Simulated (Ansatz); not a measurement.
Tunnelling through a barrier is set by its complex band structure: the current falls as exp(−2κd) with the smallest κ.

Consider the following.

```xyz
9
Lattice="5.6709 0.0000 0.0000 0.0000 8.6192 0.0000 0.0000 4.3096 2.4882" Properties=species:S:1:pos:R:3 pbc="T T T"
Ge     2.8354     4.3096     0.2565
Ge     4.7257     6.6865     1.1158
Ge     0.9451     1.9327     1.1158
O      1.4479     9.0036     1.7443
O      3.3382     5.6281     1.2832
O      5.2285    11.2261     1.9488
O      4.2230     8.2349     1.7443
O      2.3327     2.9912     1.2832
O      0.4424     6.0124     1.9488
```

The cell is taken as given; by r2SCAN it stands under a pressure of -0.7 GPa.

Transport runs along the normal of the first two printed cell vectors, the (110) plane of the conventional cell.

The gap is the functional's own. No spin-orbit coupling. Mid-gap values are those at the computed energy nearest the middle.

Q: State the band gap and the smallest decay constant κ at mid-gap according to r2SCAN in Ansatz (a quantum-chemistry and plane-wave program).

A: Gap 4.17 eV on a 6×12×12 mesh; κ = 0.353 1/Å, at the zone centre.
